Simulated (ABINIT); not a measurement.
Write the native input for ABINIT 10.8.3 (patched build) that does the following.

- Task: band structure
- Functional: PBE
- Potentials or basis: SPMS NC PBE v1.0
- Cutoff: 952 eV
- k mesh: 10 × 10 × 5
- Occupations: fermi-dirac, width 0.05 eV
- Spin: no spin polarisation

SiC (Moissanite):

```
CELL_PARAMETERS angstrom
3.07600 0.00000 0.00000
-1.53800 2.66389 0.00000
0.00000 0.00000 5.04800
ATOMIC_POSITIONS crystal
Si 0.66667 0.33333 0.50000
Si 0.33333 0.66667 0.00000
C 0.66667 0.33333 0.88500
C 0.33333 0.66667 0.38500
```

One way to write it, as run:

run.abi

```
# Datasets: ground state, then fixed potential
ndtset 2

# Pseudopotentials
pp_dirpath "./"
pseudos "14_Si_4_1.9_1.9_pbe_n_v1.0.psp8, 06_C_4_1.2_1.2_pbe_n_v1.0.psp8"

# Structure
acell 3.076 3.076 5.048 Angstrom
rprim
     1.0000000000     0.0000000000     0.0000000000
    -0.5000000000     0.8660254038     0.0000000000
     0.0000000000     0.0000000000     1.0000000000
ntypat 2
znucl 14 6
natom 4
typat 1 1 2 2
xred
     0.6666666667     0.3333333333     0.5000000000
     0.3333333333     0.6666666667     0.0000000000
     0.6666666667     0.3333333333     0.8850000000
     0.3333333333     0.6666666667     0.3850000000

# Plane-wave basis
ecut 35.0

# Exchange and correlation
ixc 11

# Bands and occupations
occopt 3
tsmear 0.05 eV

# SCF cycle
nstep 100

# Output
iomode 3
prtwf 0
prteig 0
prtebands 0
prtden1 1
prtvha1 1
prtvclmb1 1
prtpot1 1
prtelf1 1

# Dataset 1
kptopt1 1
ngkpt1 10 10 5
nshiftk1 1
shiftk1 0.0 0.0 0.0
nband1 12
tolvrs1 1.0e-10

# Dataset 2: bands along G-M-K-G-A-L-H-A
iscf2 -2
getden2 1
nband2 18
nbdbuf2 4
tolwfr2 1.0e-11
kptopt2 -7
ndivsm2 5
prteig2 1
kptbounds2
     0.0000000000     0.0000000000     0.0000000000
     0.5000000000     0.0000000000     0.0000000000
     0.3333333333     0.3333333333     0.0000000000
     0.0000000000     0.0000000000     0.0000000000
     0.0000000000     0.0000000000     0.5000000000
     0.5000000000     0.0000000000     0.5000000000
     0.3333333333     0.3333333333     0.5000000000
     0.0000000000     0.0000000000     0.5000000000
```

Potentials or basis: SPMS NC PBE v1.0.

Launch:

```sh
$ abinit run.abi > log 2>&1
```

Results of the run:

```yaml
Pressure: 3.2 GPa
Largest_force: 0.760 eV/Å
Band_gap_on_the_k_mesh: 2.49 eV, indirect (least direct gap 4.08 eV)
Band_gap_along_the_path: 2.33 eV, indirect (least direct gap 4.08 eV)
Valence_electrons_inside_the_program's_atomic_spheres: Si 1.95; C 4.25
```

Caveat: the mesh misses the band edges, which the band path finds closer together.

Run time: 80 s on 1 thread of Arm Neoverse V1, with other jobs on the host, peak memory 0.11 GiB.
